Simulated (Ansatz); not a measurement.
input.yaml

```yaml
crystal:
  lattice:
    - [3.8512570366, 0.0, 0.0]
    - [0.0, 3.8512570366, 0.0]
    - [0.0, 0.0, 3.8512570366]
  atoms:
    - { symbol: Cu, position: [0.0, 0.0, 0.0] }
    - { symbol: Au, position: [0.0, 0.5, 0.5] }
    - { symbol: Au, position: [0.5, 0.0, 0.5] }
    - { symbol: Au, position: [0.5, 0.5, 0.0] }
basis:
  ecutwfc: 420
kpoints:
  mp_grid: { grid: [10, 10, 10] }
hamiltonian:
  xc: pbesol
scf:
  occupations: { method: gaussian, width: 0.1 }
output:
  forces: true
  stress: true
  eigenvalues: true
  write_density: true
  write_potential: true
  elf: true
  volumetric_format: npy
```

Command:
```bash
ansatz run input.yaml --threads 1 --pin off --max-ram 2560MiB --backend cpu --events-out ev --progress --plain --runs-dir out
```

The calculation used DFT PBEsol, scalar-relativistic, plane waves, PAW in Ansatz 0.2.0.

Part of what the program printed, abridged:

```
Pseudopotentials: kind: paw
Pseudopotential: Cu, paw, valence charge 19, recommended cutoff 420 eV (normal)
Pseudopotential: Au, paw, valence charge 19, recommended cutoff 420 eV (normal)
Functional definition: PBEsol
Crystal: 4 atoms, lattice volume = 57.123 Å³
Basis set: ecut = 420 eV, 1141 PW (Γ), exchange–correlation on 54×54×54 points (8 copies of the dense FFT grid, shifted against one another)
Bands: 46, of which v1, the nominal top of the filled ones, is band 38 counted from 1 (37 counted from 0)
Symmetry: 48 space group operations
Space group: Pm-3m (ITA 221), of the structure as read, at distance tolerance 3.9e-5 Å
k-points: 56 of 1000
Initial density: superposition of atomic densities (neutral atoms: chi_scale 0, normalization atom), corrected by the library's trained network
Initial wavefunctions: pseudopotential atomic-orbital guess
Functional: x = pbesol(κ = 0.804, μ = 0.12345679), c = pbesol(β = 0.046)
SCF iter   1: F=—  HF=-45609.841139 eV  |F-HF|=—  |Δ(HF+E_count)|=         —  Δρ=1.13e-2  dr2=4.79e-2  ethr=1.77e-3  ⟨swp⟩=5.8  Hψ=8465  notcnv=0  defer=47
SCF iter   2: F=—  HF=-45609.831425 eV  |F-HF|=—  |Δ(HF+E_count)|=   9.71e-3  Δρ=3.56e-3  dr2=6.78e-3  ethr=6.31e-5  ⟨swp⟩=2.5  Hψ=4497  notcnv=0  defer=86
SCF iter   3: F=—  HF=-45609.829561 eV  |F-HF|=—  |Δ(HF+E_count)|=   1.86e-3  Δρ=1.83e-3  dr2=1.45e-3  ethr=8.93e-6  ⟨swp⟩=2.8  Hψ=3952  notcnv=0  defer=86
SCF iter   4: F=—  HF=-45609.829182 eV  |F-HF|=—  |Δ(HF+E_count)|=   3.79e-4  Δρ=3.55e-4  dr2=4.04e-5  ethr=1.91e-6  ⟨swp⟩=2.0  Hψ=3420  notcnv=0  defer=86
SCF iter   5: F=—  HF=-45609.829194 eV  |F-HF|=—  |Δ(HF+E_count)|=   1.28e-5  Δρ=1.17e-4  dr2=5.79e-6  ethr=5.31e-8  ⟨swp⟩=2.0  Hψ=4513  notcnv=0  defer=86
SCF iter   6: F=—  HF=-45609.829194 eV  |F-HF|=—  |Δ(HF+E_count)|=   9.14e-7  Δρ=2.56e-5  dr2=6.02e-7  ethr=7.62e-9  ⟨swp⟩=2.0  Hψ=2739  notcnv=0  defer=86
SCF iter   7: F=-45609.829194 eV  HF=-45609.829194 eV  |F-HF|=2.84e-8  |Δ(HF+E_count)|=   1.62e-9  Δρ=9.10e-6  dr2=5.24e-8  ethr=1.32e-10  ⟨swp⟩=12.2  Hψ=17756  notcnv=0
SCF 1 converged in 7 iterations: F = -45609.829194 eV  dr2 = 5.24e-8
SCF converged after 7 iterations
Free energy (F): -45609.829194 eV
Harris-Foulkes:  -45609.829194 eV  (|F-HF|=2.84e-8)
Internal energy: -45609.824518 eV  (E = F + TS)
E sigma→0 (E₀):  -45609.826856 eV
Entropy (-TS):   -0.004675 eV (-1.169 meV/atom)
Fermi energy:    22.596489 eV
--- Per-component energies (eV) ---
  E_band       = -795.313616
  E_kinetic    = 2123.358844
  E_local      = -8716.335341  (includes V_loc(G=0)·N_el)
  E_nonlocal   = 629.071713
  E_hartree    = 3831.740220
  E_xc         = -773.454417
  E_vxc        = -945.501064  (∫ρ·V_xc dr)
  E_paw        = -30328.419189  (= ΣΔE_a)
  E_vpaw       = -1549.393000  (= ΣTr[D̂ρ^β])
  E_aug_tail   = 0.004260  (compensation charges beyond the density's cutoff)
  E_ewald      = -12376.925247
  E_core_change = 1.134639  (= ΣΔE_core)
  E_smearing   = -0.004675  (= −TS)
--- Forces (eV/Å), atoms counted from 1 ---
  atom   1  Cu     0.00000000     0.00000000     0.00000000
  atom   2  Au     0.00000000     0.00000000     0.00000000
  atom   3  Au     0.00000000     0.00000000     0.00000000
  atom   4  Au     0.00000000     0.00000000     0.00000000
--- Stress (GPa, compression-positive) ---
       20.985126       0.000000       0.000000
        0.000000      20.985126       0.000000
        0.000000       0.000000      20.985126
  P = ⅓ Tr σ = 20.9851 GPa (209.851 kbar)
--- Band table (eV; the first three rows and the last of 56) ---
  k-point 0: bands = ["-89.3979", "-83.5761", "-83.5468", "-83.5468", "-46.9460", "-46.9460", "-46.9460", "-35.1359", "-35.1359", "-35.1359", "-34.9326", "-34.9326", "-34.9326", "-34.8429", "-34.8429", "-34.8429", "11.4934", "13.9925", "14.9678", "14.9678", "14.9678", "15.0985", "15.0985", "17.9511", "17.9511", "17.9511", "19.4671", "19.4671", "20.6411", "20.7915", "20.7915", "21.0321", "21.0321", "21.0321", "21.0755", "21.0755", "21.0755", "23.2583", "23.2583", "23.2583", "29.3706", "29.3706", "30.1707", "32.5091", "32.5091", "32.5091"]
  k-point 1: bands = ["-89.3979", "-83.5754", "-83.5474", "-83.5468", "-46.9460", "-46.9460", "-46.9460", "-35.1320", "-35.1320", "-35.1292", "-34.9337", "-34.9337", "-34.9328", "-34.8504", "-34.8459", "-34.8459", "11.6235", "14.0752", "15.0055", "15.0403", "15.0403", "15.1224", "15.2004", "17.8912", "17.9693", "17.9693", "19.3716", "19.4864", "20.5352", "20.5629", "20.5629", "20.7279", "20.7623", "20.9488", "20.9488", "21.0322", "21.0758", "22.5490", "23.8498", "23.8498", "29.3307", "29.5097", "30.6799", "32.5608", "32.5608", "32.6404"]
  k-point 2: bands = ["-89.3979", "-83.5736", "-83.5492", "-83.5468", "-46.9460", "-46.9460", "-46.9460", "-35.1211", "-35.1211", "-35.1096", "-34.9371", "-34.9371", "-34.9335", "-34.8720", "-34.8536", "-34.8536", "12.0034", "14.3083", "15.1116", "15.1783", "15.2555", "15.2555", "15.4940", "17.7273", "18.0050", "18.0050", "19.0934", "19.5366", "19.6930", "19.6930", "20.2196", "20.5422", "20.6928", "20.7012", "20.7012", "21.0325", "21.0765", "21.1213", "25.0042", "25.0042", "29.1086", "29.2216", "32.3323", "32.3323", "32.4203", "32.9248"]
  k-point 55: bands = ["-89.3979", "-83.5565", "-83.5565", "-83.5565", "-46.9462", "-46.9462", "-46.9462", "-35.2545", "-35.0781", "-35.0781", "-35.0781", "-34.8834", "-34.8834", "-34.8321", "-34.8321", "-34.8321", "14.3277", "14.3956", "14.3956", "14.3956", "16.9541", "16.9541", "16.9541", "17.8727", "17.8727", "17.8727", "18.5148", "18.5148", "20.6577", "20.6577", "20.6577", "20.8012", "20.8012", "20.8012", "20.8506", "20.8506", "20.9510", "20.9988", "20.9988", "20.9988", "26.1476", "26.1476", "26.1476", "27.3087", "37.1180", "37.5426"]
```

Self-consistency was reached.

Time: 9.4 s on 1 thread of Arm Neoverse V2, on a shared host, peak memory 0.39 GiB.

Spin–orbit coupling is left out, which can shift energies with elements as heavy as these.